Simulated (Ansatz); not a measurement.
A run of Ansatz 0.2.0:

Contents of input.yaml:

```yaml
crystal:
  lattice:
    - [0.0, 2.72525, 2.72525]
    - [2.72525, 0.0, 2.72525]
    - [2.72525, 2.72525, 0.0]
  atoms:
    - { symbol: Ga, position: [0.0, 0.0, 0.0] }
    - { symbol: P, position: [0.75, 0.75, 0.75] }
hamiltonian:
  xc: pbe0
  pseudopotentials: { kind: paw_fr }
magnetization:
  noncollinear: true
  spin_orbit: true
kpoints:
  mp_grid: { grid: [4, 4, 4] }
scf:
  occupations: { method: fermi_dirac, width: 0.05 }
output:
  forces: true
  stress: true
  eigenvalues: true
```

Potentials or basis: Ansatz PAW.

Launch:

```sh
$ ansatz run input.yaml --threads 2 --pin off --max-ram 5632MiB --backend cpu --events-out ev --progress --plain --runs-dir out
```

Hardware: 2 threads of Intel(R) Xeon(R) Processor @ 2.50GHz (Skylake/Cascade Lake), with other jobs on the host.

How long does it take, and how much memory?

Wall time 100 s on 2 threads of Intel(R) Xeon(R) Processor @ 2.50GHz (Skylake/Cascade Lake), on a shared host, peak memory 0.81 GiB. Counts: scf iterations 16, plane waves 749, k points 8, bands 26.
